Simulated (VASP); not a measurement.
# CaF2 (lda) (Fm-3m) in VASP: notebook

One crystal, CaF2 (lda), is run at these levels: LDA; tasks: single point, relaxation of cell and atoms.

Program: VASP 6.6.1. These are calculated values, not measurements. Logs are shortened: lines on timing, memory, paths and dates and some standing lists are left out, and cuts for length are marked.

### Step 1. Starting point

The structure is cubic, space group Fm-3m (No. 225). Conventional cell: a = 5.326 Å, b = 5.326 Å, c = 5.326 Å, α = 90.00°, β = 90.00°, γ = 90.00°. Ca (site symmetry m-3m) has 8 F at 2.31 Å as nearest neighbours. F (site symmetry -43m) has 4 Ca at 2.31 Å as nearest neighbours.

### Step 2. Single point, LDA

Input file INCAR:

```
SYSTEM = CaF2
ALGO = Fast
EDIFF = 1E-6
ENCUT = 520
ISIF = 2
ISMEAR = 0
LASPH = .True.
LCHARG = .False.
LREAL = .False.
LWAVE = .False.
NBANDS = 19
NELM = 100
PREC = Accurate
SIGMA = 0.02
```

Input file KPOINTS:

```
k-points
0
Gamma
  8 8 8
  0 0 0
```

Input file POSCAR:

```
CaF2
1.0
    0.0000000000      2.6630865323      2.6630865323
    2.6630865323      0.0000000000      2.6630865323
    2.6630865323      2.6630865323      0.0000000000
Ca F
1 2
Direct
    0.0000000000      0.0000000000      0.0000000000
    0.2500000000      0.2500000000      0.2500000000
    0.7500000000      0.7500000000      0.7500000000
```

Potentials or basis: VASP PAW LDA potentials, release 64 (Ca_sv, F).

Started as:

```
$ cat potpaw_LDA.64/Ca_sv/POTCAR potpaw_LDA.64/F/POTCAR > POTCAR
$ mpirun -np 1 vasp_std > vasp.out
```

OUTCAR:

```text
SYSTEM = CaF2
   EDIFF = 1E-6
   ENCUT = 520
   ISIF = 2
   ISMEAR = 0
   LASPH = .True.
   LREAL = .False.
   NELM = 100
   PREC = Accurate

 ion  position               nearest neighbor table
   1  0.000  0.000  0.000-   2 2.31   3 2.31   3 2.31   3 2.31   3 2.31   2 2.31   2 2.31   2 2.31

   2  0.250  0.250  0.250-   1 2.31   1 2.31   1 2.31   1 2.31
   3  0.750  0.750  0.750-   1 2.31   1 2.31   1 2.31   1 2.31

  LATTYP: Found a face centered cubic cell.
 ALAT       =     5.3261730646

  Lattice vectors:

 A1 = (   0.0000000000,   2.6630865323,   2.6630865323)
 A2 = (   2.6630865323,   0.0000000000,   2.6630865323)
 A3 = (   2.6630865323,   2.6630865323,   0.0000000000)

Analysis of symmetry for initial positions (statically):
=====================================================================
 Subroutine PRICEL returns:
 Original cell was already a primitive cell.

 Routine SETGRP: Setting up the symmetry group for a
 face centered cubic supercell.

 Subroutine GETGRP returns: Found 48 space group operations
 (whereof 48 operations were pure point group operations)
 out of a pool of 48 trial point group operations.

The static configuration has the point symmetry O_h .

Analysis of symmetry for dynamics (positions and initial velocities):
=====================================================================
 Subroutine PRICEL returns:
 Original cell was already a primitive cell.

 Routine SETGRP: Setting up the symmetry group for a
 face centered cubic supercell.

 Subroutine GETGRP returns: Found 48 space group operations
 (whereof 48 operations were pure point group operations)
 out of a pool of 48 trial point group operations.

The dynamic configuration has the point symmetry O_h .

 Subroutine INISYM returns: Found 48 space group operations
 (whereof 48 operations are pure point group operations),
 and found     1 'primitive' translations

----------------------------------------------------------------------------------------

                                     Primitive cell

  volume of cell :      37.7734

  direct lattice vectors                    reciprocal lattice vectors
     0.000000000  2.663086532  2.663086532    -0.187752067  0.187752067  0.187752067
     2.663086532  0.000000000  2.663086532     0.187752067 -0.187752067  0.187752067
     2.663086532  2.663086532  0.000000000     0.187752067  0.187752067 -0.187752067

  length of vectors
     3.766173092  3.766173092  3.766173092     0.325196119  0.325196119  0.325196119

  position of ions in fractional coordinates (direct lattice)
     0.000000000  0.000000000  0.000000000
     0.250000000  0.250000000  0.250000000
     0.750000000  0.750000000  0.750000000

  ion indices of the primitive-cell ions
   primitive index   ion index
                 1           1
                 2           2
                 3           3

----------------------------------------------------------------------------------------

 KPOINTS: k-points

Automatic generation of k-mesh.
 Grid dimensions read from file:
 generate k-points for:    8    8    8

 Generating k-lattice:

  Cartesian coordinates                     Fractional coordinates (reciprocal lattice)
    -0.023469008  0.023469008  0.023469008     0.125000000  0.000000000  0.000000000
     0.023469008 -0.023469008  0.023469008     0.000000000  0.125000000  0.000000000
     0.023469008  0.023469008 -0.023469008     0.000000000  0.000000000  0.125000000

  Length of vectors
     0.040649515  0.040649515  0.040649515

  Shift w.r.t. Gamma in fractional coordinates (k-lattice)
     0.000000000  0.000000000  0.000000000

 Subroutine IBZKPT returns following result:
 ===========================================

 Found     29 irreducible k-points:

 Following reciprocal coordinates:
            Coordinates               Weight
  0.000000  0.000000  0.000000      1.000000
  0.125000  0.000000  0.000000      8.000000
  0.250000  0.000000  0.000000      8.000000
  0.375000  0.000000  0.000000      8.000000
  0.500000  0.000000  0.000000      4.000000
  0.125000  0.125000  0.000000      6.000000
[... 16 lines left out ...]
  0.500000  0.250000  0.125000     48.000000
 -0.375000  0.250000  0.125000     24.000000
 [... further k-points ...]
   k-points           NKPTS =     29   k-points in BZ     NKDIM =     29   number of bands    NBANDS=     19
   number of dos      NEDOS =    301   number of ions     NIONS =      3
   total plane-waves  NPLWV =  21952
   dimension x,y,z NGX =    28 NGY =   28 NGZ =   28
   dimension x,y,z NGXF=    56 NGYF=   56 NGZF=   56
   ions per type =               1   2
   NGX,Y,Z   is equivalent  to a cutoff of  12.36, 12.36, 12.36 a.u.
   NGXF,Y,Z  is equivalent  to a cutoff of  24.72, 24.72, 24.72 a.u.
 SYSTEM =  CaF2
   PREC   = accura    normal or accurate (medium, high low for compatibility)
   ISTART =      0    job   : 0-new  1-cont  2-samecut
   ICHARG =      2    charge: 1-file 2-atom 10-const
   ISPIN  =      1    spin polarized calculation?
   LNONCOLLINEAR =      F non collinear calculations
   LSORBIT =      F    spin-orbit coupling
   LASPH  =      T    aspherical Exc in radial PAW
   ENCUT  =  520.0 eV  38.22 Ry    6.18 a.u.   7.00  7.00  7.00*2*pi/ulx,y,z
   NELM   =    100;   NELMIN=  2; NELMDL= -5     # of ELM steps
   EDIFF  = 0.1E-05   stopping-criterion for ELM
   LREAL  =      F    real-space projection
   EDIFFG = 0.1E-04   stopping-criterion for IOM
   NSW    =      0    number of steps for IOM
   IBRION =     -1    ionic relax: 0-MD 1-quasi-New 2-CG
   NFREE  =      0    steps in history (QN), initial steepest desc. (CG)
   ISIF   =      2    stress and relaxation
   ISYM   =      2    0-nonsym 1-usesym 2-fastsym
   POTIM  = 0.5000    time-step for ionic-motion
   TEBEG  =    0.0;   TEEND  =   0.0 temperature during run
   PSTRESS=    0.0 pullay stress
   NELECT =      24.0000    total number of electrons
   NUPDOWN=      -1.0000    fix difference up-down
   EMIN   =  10.00;   EMAX   =-10.00  energy-range for DOS
   EFERMI =   0.00;   METHOD = LEGACY
   ISMEAR =     0;   SIGMA  =   0.02  broadening in eV -4-tet -1-fermi 0-gaus
   EFERMI_NEDOS =   21; number of points for ismear=-14 and -15
   IALGO  =     68    algorithm
   IMIX   =      4    mixing-type and parameters
     AMIX     =   0.40;   BMIX     =  1.00
     AMIX_MAG =   1.60;   BMIX_MAG =  1.00
  volume/ion in A,a.u.               =      12.59        84.97
  Fermi-wavevector in a.u.,A,eV,Ry     =   1.407397  2.659595 26.949964  1.980766
  Thomas-Fermi vector in A             =   2.529660
   LORBIT       =      0    0 simple, 1 ext, 2 COOP (PROOUT), +10 PAW based schemes
   GGA     = CA    functional components
   LHFCALC =     F    Hartree Fock is set to
   AEXX    =    0.0000 exact exchange contribution
   IVDW    =     0    specifies the selected vdW correction
   LEPSILON=     F    determine dielectric tensor
   LRPA    =     F    only Hartree local field effects (RPA)
 non-spin polarized calculation
 RMM-DIIS sequential band-by-band and
 Gauss-broadening in eV      SIGMA  =   0.02
  energy-cutoff  :      520.00
  volume of cell :       37.77
 maximum number of plane-waves:      1036
   NGX = 13   NGY = 13   NGZ = 13

 number of electron      24.0000016 magnetization

 Free energy of the ion-electron system (eV)
  ---------------------------------------------------
  ext. energy  EPLUGINS =         0.00000000
  ---------------------------------------------------
  free energy    TOTEN  =       -19.00627051 eV

  energy without entropy =      -19.00627051  energy(sigma->0) =      -19.00627051

 E-fermi :  -0.8225     XC(G=0): -10.7555

 val. band max:       -0.9281358297   @ k =   0.5000   0.5000   0.0000
 cond. band min:       6.4259706940   @ k =   0.0000   0.0000   0.0000
 fundamental gap:      7.3541065237
 Fermi energy:        -0.8224778980

 k-point     1 :       0.0000    0.0000    0.0000
  band No.  band energies     occupation
      1     -36.0222      2.00000
      2     -20.6521      2.00000
      3     -19.7080      2.00000
      4     -17.2597      2.00000
      5     -17.2597      2.00000
      6     -17.2597      2.00000
[... 11 lines left out ...]
     18      10.8705      0.00000
     19      16.1844      0.00000

 k-point     2 :       0.1250    0.0000    0.0000
  band No.  band energies     occupation
      1     -36.0139      2.00000
      2     -20.7071      2.00000
      3     -19.7604      2.00000
      4     -17.2691      2.00000
      5     -17.2691      2.00000
      6     -17.1727      2.00000
[... 11 lines left out ...]
     18      10.8194      0.00000
     19      15.4914      0.00000

 k-point     3 :       0.2500    0.0000    0.0000
  band No.  band energies     occupation
      1     -35.9940      2.00000
      2     -20.8033      2.00000
      3     -19.9253      2.00000
      4     -17.2915      2.00000
      5     -17.2915      2.00000
      6     -16.9513      2.00000
[... 11 lines left out ...]
     18      10.6979      0.00000
     19      14.2603      0.00000

 k-point     4 :       0.3750    0.0000    0.0000
  band No.  band energies     occupation
      1     -35.9739      2.00000
      2     -20.8506      2.00000
      3     -20.1392      2.00000
      4     -17.3136      2.00000
      5     -17.3136      2.00000
      6     -16.7212      2.00000
[... 407 lines left out ...]
     18      10.7843      0.00000
     19      14.8586      0.00000

 k-point    23 :       0.5000    0.2500    0.1250
  band No.  band energies     occupation
      1     -35.9629      2.00000
      2     -20.8396      2.00000
      3     -20.3028      2.00000
      4     -17.3501      2.00000
      5     -17.1217      2.00000
      6     -16.7630      2.00000
[... 11 lines left out ...]
     18      11.3493      0.00000
     19      14.2795      0.00000

 k-point    24 :      -0.3750    0.2500    0.1250
  band No.  band energies     occupation
      1     -35.9562      2.00000
      2     -20.7657      2.00000
      3     -20.4741      2.00000
      4     -17.3613      2.00000
      5     -17.0618      2.00000
      6     -16.7358      2.00000
[... 11 lines left out ...]
     18      11.8424      0.00000
     19      13.8675      0.00000

 [... further k-points ...]

------------------------ aborting loop because EDIFF is reached ----------------------------------------

  FORCE on cell =-STRESS in cart. coord.  units (eV):
  Direction    XX          YY          ZZ          XY          YZ          ZX
  --------------------------------------------------------------------------------------
  -------------------------------------------------------------------------------------
  Total        0.1418753      0.1418753      0.1418753     -0.0000000      0.0000000     -0.0000000
  in kB        6.0177160      6.0177160      6.0177160     -0.0000000      0.0000000     -0.0000000
  external PRESSURE =       6.0177160 kB  Pullay stress =       0.0000000 kB

 VOLUME and BASIS-vectors are now :
 -----------------------------------------------------------------------------
  energy-cutoff  :      520.00
  volume of cell :       37.77
      direct lattice vectors                 reciprocal lattice vectors
     0.000000000  2.663086532  2.663086532    -0.187752067  0.187752067  0.187752067
     2.663086532  0.000000000  2.663086532     0.187752067 -0.187752067  0.187752067
     2.663086532  2.663086532  0.000000000     0.187752067  0.187752067 -0.187752067

 POSITION                                       TOTAL-FORCE (eV/Angst)
 -----------------------------------------------------------------------------------
      0.00000      0.00000      0.00000        -0.000000     -0.000000     -0.000000
      1.33154      1.33154      1.33154        -0.000000      0.000000      0.000000
      3.99463      3.99463      3.99463         0.000000     -0.000000     -0.000000
 -----------------------------------------------------------------------------------
    total drift:                                0.000000      0.000000      0.000000

  FREE ENERGIE OF THE ION-ELECTRON SYSTEM (eV)
  ---------------------------------------------------
  free  energy   TOTEN  =       -19.0062705111 eV

  energy  without entropy=      -19.0062705111  energy(sigma->0) =      -19.00627051
```

It took 19 s on 1 thread of Intel Xeon Platinum 8375C at 2.90GHz (Ice Lake), shared host; peak memory 0.15 GiB.

What came out:

* Free energy: -19.0063 eV
* Pressure: 0.6 GPa
* Band gap on the k mesh: 7.35 eV, indirect (least direct gap 7.63 eV)

A k mesh can miss the band edges.

### Step 3. Relaxation of cell and atoms, LDA

This run uses another cell than the first one, of 13.59 Å³/atom, 1.079 times its volume.

Input file INCAR:

```
SYSTEM = CaF2
PREC     = Accurate       ! precision mode
ENCUT    = 600            ! plane-wave cutoff, eV
EDIFF    = 1E-6           ! SCF threshold, eV
ISMEAR   = 0              ! smearing method
SIGMA    = 0.02           ! smearing width, eV
LREAL    = .False.        ! projectors in reciprocal space
LASPH    = .True.         ! aspherical terms in the spheres
NELM     = 100            ! most SCF steps
ALGO     = Normal         ! electronic algorithm
ISIF     = 3              ! what is computed and relaxed
LWAVE    = .False.        ! write WAVECAR
LCHARG   = .False.        ! write CHGCAR
IBRION   = 2              ! ionic algorithm
NSW      = 100            ! ionic steps
EDIFFG   = -0.002         ! ionic threshold
```

Input file KPOINTS:

```
Automatic mesh
0
Gamma
  8 8 8
  0 0 0
```

Input file POSCAR:

```
CaF2
1.0
    0.0000000000      2.7316045000      2.7316045000
    2.7316045000      0.0000000000      2.7316045000
    2.7316045000      2.7316045000      0.0000000000
Ca F
1 2
Direct
    0.0000000000      0.0000000000      0.0000000000
    0.2500000000      0.2500000000      0.2500000000
    0.7500000000      0.7500000000      0.7500000000
```

Potentials or basis: VASP PAW LDA potentials, release 64 (Ca_sv, F).

Started as:

```
$ cat potpaw_LDA.64/Ca_sv/POTCAR potpaw_LDA.64/F/POTCAR > POTCAR
$ mpirun -np 1 vasp_std > vasp.out
```

It took 30 s on 1 thread of Intel Xeon Platinum 8375C at 2.90GHz (Ice Lake), shared host; peak memory 0.18 GiB.

The run converged. Its results:

```yaml
Free_energy: -19.0207 eV
Relaxed_volume: 12.64 Å³/atom
Relaxed_cell: a = 3.771 Å, b = 3.771 Å, c = 3.771 Å, α = 60.00°, β = 60.00°, γ = 60.00°
Space_group_after_relaxing_to_0.05_Å: Fm-3m (No. 225)
Energy_gained_by_relaxing: 19.9 meV/atom
Ionic_steps: 3
Pressure_after_relaxing: 0.0 GPa
Band_gap_on_the_k_mesh: 7.33 eV, indirect (least direct gap 7.61 eV)
```

Step by step:
```csv
step,energy change (eV),largest force (eV/Å),pressure (GPa),volume (Å³)
1,0.0000,0.0000,-6.28,40.76
2,-0.0592,0.0000,0.60,37.70
3,-0.0596,0.0000,-0.01,37.92
```

Final structure:
```
Ca F
1.0
     0.00000    2.66645    2.66645
     2.66645    0.00000    2.66645
     2.66645    2.66645    0.00000
Ca F
1 2
Direct
  0.00000 0.00000 0.00000
  0.25000 0.25000 0.25000
  0.75000 0.75000 0.75000
```

Levels at points of the mesh, in eV from the valence-band top:
```
           k point  band 9  band 10  band 11  band 12  band 13  band 14  band 15  band 16
(0.00, 0.00, 0.00)   -2.41    -0.27    -0.27    -0.27     7.33     9.30     9.30    11.77
(0.50, 0.00, 0.00)   -1.42    -1.36    -0.90    -0.90     9.56     9.56    10.13    10.65
(0.50, 0.50, 0.00)   -1.78    -0.42    -0.42     0.00     8.05     9.84    10.40    11.32
```

(Part 1 of 2 ends here.)
